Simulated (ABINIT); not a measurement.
# SnTe (Fm-3m) in ABINIT: settings compared, part 2 of 2

ABINIT 10.8.3 (patched build).

## (5) Equation of state, RPBE

The input, run.abi:

```
# Datasets: one volume each
ndtset 7
getwfk -1
scalecart1 3*0.9795861087
scalecart2 3*0.9864848297
scalecart3 3*0.9932883884
scalecart4 3*1.0000000000
scalecart5 3*1.0066227096
scalecart6 3*1.0131594038
scalecart7 3*1.0196128224

# Pseudopotentials
pp_dirpath "./"
pseudos "Te.GGA_PBE-JTH.xml, Sn.GGA_PBE-JTH.xml"

# Structure
acell 3*1.0
rprim
     0.0000000000     5.9542435598     5.9542435598
     5.9542435598     0.0000000000     5.9542435598
     5.9542435598     5.9542435598     0.0000000000
ntypat 2
znucl 52 50
natom 2
typat 1 2
xred
     0.5000000000     0.5000000000     0.5000000000
     0.0000000000     0.0000000000     0.0000000000

# Plane-wave basis
ecut 15.0
pawecutdg 30.0

# k points
kptopt 1
ngkpt 7 7 7
nshiftk 1
shiftk 0.0 0.0 0.0

# Exchange and correlation
ixc 15

# Bands and occupations
nband 14
occopt 3
tsmear 0.05 eV

# SCF cycle
nstep 100
tolvrs 1.0e-9

# Output
iomode 3
prtwf 1
prtden 0
prteig 0
prtebands 0
enunit 2
```

Potentials or basis: JTH PAW PBE v2.0.

Run with:

```
abinit run.abi > log 2>&1
```

run.abo:

```text
.Version 10.8.3 of ABINIT
 DATASET    1 : space group Fm -3 m (#225); Bravais cF (face-center cubic)
================================================================================
 Values of the parameters that define the memory need for DATASET  1.
     intxc =       0    ionmov =       0      iscf =      17    lmnmax =      18
     lnmax =       6     mgfft =      30  mpssoang =       3    mqgrid =    3001
     natom =       2  nloc_mem =       2    nspden =       1   nspinor =       1
    nsppol =       1      nsym =      48    n1xccc =       1    ntypat =       2
    occopt =       3   xclevel =       2
       mpw =        1117          nfft =       27000          nkpt =          20
 PAW method is used; the additional fine FFT grid is defined by:
   mgfftf=        45    nfftf =     91125
================================================================================
================================================================================
[... 71 lines left out ...]
 DATASET    7 : space group Fm -3 m (#225); Bravais cF (face-center cubic)
================================================================================
 Values of the parameters that define the memory need for DATASET  7.
     intxc =       0    ionmov =       0      iscf =      17    lmnmax =      18
     lnmax =       6     mgfft =      30  mpssoang =       3    mqgrid =    3001
     natom =       2  nloc_mem =       2    nspden =       1   nspinor =       1
    nsppol =       1      nsym =      48    n1xccc =       1    ntypat =       2
    occopt =       3   xclevel =       2
       mpw =        1267          nfft =       27000          nkpt =          20
 PAW method is used; the additional fine FFT grid is defined by:
[... 1461 lines left out ...]
            acell      1.0000000000E+00  1.0000000000E+00  1.0000000000E+00 Bohr
           etotal1    -7.7962635868E+01
           etotal2    -7.7964517514E+01
           etotal3    -7.7966036561E+01
           etotal4    -7.7967225786E+01
           etotal5    -7.7968121818E+01
           etotal6    -7.7968746540E+01
           etotal7    -7.7969124679E+01
            fcart1    -0.0000000000E+00 -0.0000000000E+00 -0.0000000000E+00
                      -0.0000000000E+00 -0.0000000000E+00 -0.0000000000E+00
            fcart2    -0.0000000000E+00 -0.0000000000E+00 -0.0000000000E+00
                      -0.0000000000E+00 -0.0000000000E+00 -0.0000000000E+00
            fcart3    -0.0000000000E+00 -0.0000000000E+00 -0.0000000000E+00
                      -0.0000000000E+00 -0.0000000000E+00 -0.0000000000E+00
            fcart4    -0.0000000000E+00 -0.0000000000E+00 -0.0000000000E+00
                      -0.0000000000E+00 -0.0000000000E+00 -0.0000000000E+00
            fcart5    -0.0000000000E+00 -0.0000000000E+00 -0.0000000000E+00
                      -0.0000000000E+00 -0.0000000000E+00 -0.0000000000E+00
[... 38 lines left out ...]
                       0.0000000000E+00  0.0000000000E+00  0.0000000000E+00
           xangst1     3.0865288885E+00  3.0865288885E+00  3.0865288885E+00
                       0.0000000000E+00  0.0000000000E+00  0.0000000000E+00
           xangst2     3.1082657236E+00  3.1082657236E+00  3.1082657236E+00
                       0.0000000000E+00  0.0000000000E+00  0.0000000000E+00
           xangst3     3.1297027165E+00  3.1297027165E+00  3.1297027165E+00
                       0.0000000000E+00  0.0000000000E+00  0.0000000000E+00
           xangst4     3.1508499979E+00  3.1508499979E+00  3.1508499979E+00
                       0.0000000000E+00  0.0000000000E+00  0.0000000000E+00
           xangst5     3.1717171624E+00  3.1717171624E+00  3.1717171624E+00
                       0.0000000000E+00  0.0000000000E+00  0.0000000000E+00
           xangst6     3.1923133053E+00  3.1923133053E+00  3.1923133053E+00
                       0.0000000000E+00  0.0000000000E+00  0.0000000000E+00
           xangst7     3.2126470593E+00  3.2126470593E+00  3.2126470593E+00
                       0.0000000000E+00  0.0000000000E+00  0.0000000000E+00
             xred      5.0000000000E-01  5.0000000000E-01  5.0000000000E-01
                       0.0000000000E+00  0.0000000000E+00  0.0000000000E+00
 Calculation completed.
```

Run time: 74 s. Hardware: 1 thread of Arm Neoverse V1, shared host; peak memory 0.14 GiB.

Results:

- Equilibrium volume: 33.95 Å³/atom (rough: see the caveat)
- Bulk modulus: 37 GPa (rough)

Energy against volume, from the lowest point:
```
volume (Å³/atom)  energy (meV/atom)
          29.404              88.28
          30.030              62.68
          30.656              42.02
          31.281              25.84
          31.907              13.64
          32.532               5.14
          33.158               0.00
```

Caveat: the cutoff is too short for stress, so the log's stress isn't used; pressures at fixed basis lie under the slope of the energies; this odd mesh misses L, where the gap lies, so gap, dielectric constants and Born charges aren't listed; the minimum lies outside the volumes run; the PAW data sets were made with another functional, which shifts forces and pressure a little. Spin-orbit coupling is left out, which matters for the levels of Te.

## (6) Band structure, PW91

The input, run.abi:

```
ndtset 2

pp_dirpath "./"
pseudos "Te.GGA_PBE-JTH.xml, Sn.GGA_PBE-JTH.xml"

acell 8.4205719959 8.4205719959 8.4205719959
rprim
     0.0000000000     0.7071067812     0.7071067812
     0.7071067812     0.0000000000     0.7071067812
     0.7071067812     0.7071067812     0.0000000000
ntypat 2
znucl 52 50
natom 2
typat 1 2
xred
     0.5000000000     0.5000000000     0.5000000000
     0.0000000000     0.0000000000     0.0000000000

ecut 15.0
pawecutdg 30.0

ixc -109134

occopt 3
tsmear 0.05 eV

nstep 100

iomode 3
prtwf 0
prteig 0
prtebands 0
prtden1 1
prtvha1 1
prtvclmb1 1
prtpot1 1

kptopt1 1
ngkpt1 7 7 7
nshiftk1 1
shiftk1 0.0 0.0 0.0
nband1 14
tolvrs1 1.0e-9

iscf2 -2
getden2 1
nband2 18
nbdbuf2 2
tolwfr2 1.0e-12
kptopt2 -9
ndivsm2 6
prteig2 1
prtvol2 -3
kptbounds2
     0.0000000000     0.0000000000     0.0000000000
     0.5000000000     0.0000000000     0.5000000000
     0.5000000000     0.2500000000     0.7500000000
     0.3750000000     0.3750000000     0.7500000000
     0.0000000000     0.0000000000     0.0000000000
     0.5000000000     0.5000000000     0.5000000000
     0.6250000000     0.2500000000     0.6250000000
     0.5000000000     0.2500000000     0.7500000000
     0.5000000000     0.5000000000     0.5000000000
     0.3750000000     0.3750000000     0.7500000000
```

Potentials or basis: JTH PAW PBE v2.0.

Run with:

```
abinit run.abi > log 2>&1
```

Wall time 62 s (1 thread of Arm Neoverse V1, shared host); peak memory 0.13 GiB.

It converged, with:

```
Free energy                                           : -2126.2608 eV
Valence electrons inside the program's atomic spheres : Te 3.16; Sn 11.81
```

Levels at the corners of the path, in eV from the Fermi level:
```tsv
point	band 7	band 8	band 9	band 10	band 11	band 12	band 13	band 14
Γ	-4.81	-2.20	-2.20	-2.20	3.36	3.36	3.36	4.79
X	-6.60	-5.63	-3.80	-3.80	2.16	4.89	4.89	6.28
W	-7.48	-4.88	-4.88	-0.90	0.79	4.60	4.60	6.09
K	-7.53	-5.23	-3.30	-2.79	2.97	3.02	4.23	5.48
Γ	-4.81	-2.20	-2.20	-2.20	3.36	3.36	3.36	4.79
L	-8.42	-1.86	-1.86	-0.06	0.04	0.29	0.29	7.87
U	-7.53	-5.23	-3.30	-2.79	2.97	3.02	4.23	5.48
W	-7.48	-4.88	-4.88	-0.90	0.79	4.60	4.60	6.09
L	-8.42	-1.86	-1.86	-0.06	0.04	0.29	0.29	7.87
K	-7.53	-5.23	-3.30	-2.79	2.97	3.02	4.23	5.48
```

Caveat: the cutoff is too short for stress, so the log's stress isn't used; this odd mesh misses L, where the gap lies, so gap, dielectric constants and Born charges aren't listed; the PAW data sets were made with another functional, which shifts forces and pressure a little; spin-orbit coupling is left out, which moves the levels of the heavy elements.

## (7) How close it comes

Step 4. Against the measured gap of SnTe, 0.18 eV (direct; 300 K; a printed reference work, textbook), the calculated 0.11 eV is off by -0.07 eV. Spin-orbit coupling on Sn, Te is left out. The value is that of LDA-Teter, without temperature or zero-point motion. Semilocal functionals fall short of measured gaps as a rule.
